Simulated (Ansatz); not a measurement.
SrCl2:

```
Sr Cl
1.0
     0.00000    3.48835    3.48835
     3.48835    0.00000    3.48835
     3.48835    3.48835    0.00000
Sr Cl
1 2
Direct
  0.00000 0.00000 0.00000
  0.75000 0.75000 0.75000
  0.25000 0.25000 0.25000
```

Base run:

| Item | Value |
| --- | --- |
| Program | Ansatz 0.2.0 |
| Functional | HSE06 form with a typed share of exact exchange |
| Potentials or basis | Ansatz PAW |
| Cutoff | 420 eV (not typed: the program's choice for these potentials) |
| k mesh | 4 × 4 × 4 |
| Occupations | fermi-dirac, width 0.05 eV |
| Spin | no spin polarisation |

Its results: band gap on the k mesh 7.99 eV, indirect (least direct gap 8.22 eV); pressure 0.0 GPa.

Q: The run is repeated on the same cell with these changes: share of exact exchange from 0.5 to 0.2. What comes out?

A: Band gap on the k mesh 6.38 eV, indirect (least direct gap 6.58 eV); pressure 0.6 GPa.

Caveats: the PAW data sets come from PBE, with cores solved anew for the run's functional, which leaves a small shift of forces and pressure; the thresholds are loose for stress.

A k mesh can miss the band edges.
